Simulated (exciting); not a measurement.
Crystal: Pt.

```
Pt
1.0
    -1.58422    1.58422    1.58422
     1.58422   -1.58422    1.58422
     1.58422    1.58422   -1.58422
Pt
1
Direct
  0.00000 0.00000 0.00000
```

This isn't the form of Pt at room conditions, which is fcc.

| Property | Result |
| --- | --- |
| Program | exciting (release sodium) |
| Task | single point |
| Functional | PBEsol |
| Potentials or basis | all-electron LAPW+lo, shipped species files, valence relativity iora* |
| rgkmax | 9 |
| k mesh | 12 × 12 × 12 |
| Occupations | fermi-dirac, width 0.05 eV |
| Spin | no spin polarisation |
| gmaxvr (cutoff of density and potential) | 14 1/bohr |
| lmaxapw (and lmaxmat) | 10 |
| lmaxvr | 8 |
| nempty | 12 |
| Valence relativity | iora* |
| epsengy | 1e-05 Ha |
| epspot | 1e-05 Ha |
| maxscl | 60 |
| Muffin-tin radii | Pt 2.3 bohr |

On this cell: band gap on the k mesh none (metal or under the smearing width).

The same run follows on a disturbed copy (cell strained at random at fixed volume):

```
Pt
1.0
    -1.51792    1.61257    1.57266
     1.58438   -1.59122    1.61776
     1.52358    1.59687   -1.55131
Pt
1
Direct
  0.98769 0.99114 0.98751
```

Q: What does the disturbed cell give?

A: The energy (extrapolated to zero smearing) moves by +16.8 meV/atom; band gap on the k mesh none (metal or under the smearing width).

Caveats: the free energy is that total less TS from the occupations.
